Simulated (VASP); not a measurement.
Input of a VASP 6.6.1 run:

File INCAR:

```
  PREC = Accurate
  ENCUT = 520
  EDIFF = 1E-7
  ISMEAR = -1
  SIGMA = 0.08
  LREAL = False
  LASPH = True
  NELM = 100
  ALGO = Fast
  ISIF = 2
  LWAVE = False
  LCHARG = False
  GGA = PE
  NBANDS = 28
```

File KPOINTS:

```
regular mesh
0
Gamma
  8 8 2
```

POSCAR

```
Ba
1.0
    4.4902691586      0.0000000000      0.0000000000
   -2.2451345793      3.8886871612      0.0000000000
    0.0000000000      0.0000000000     14.6603335044
Ba
4
Direct
    0.0000000000      0.0000000000      0.0000000000
    0.0000000000      0.0000000000      0.5000000000
    0.3333333333      0.6666666667      0.2500000000
    0.6666666667      0.3333333333      0.7500000000
```

Potentials or basis: VASP PAW PBE potentials, release 64 (Ba_sv).

The run is started by

```console
$ cat potpaw_PBE.64/Ba_sv/POTCAR > POTCAR
$ mpirun -np 1 vasp_std > vasp.out
```

(1) Estimate the pressure.

(2) Predict the band gap on the k mesh.

Answers

(1) 0.0 GPa.

(2) none (metal or under the smearing width).
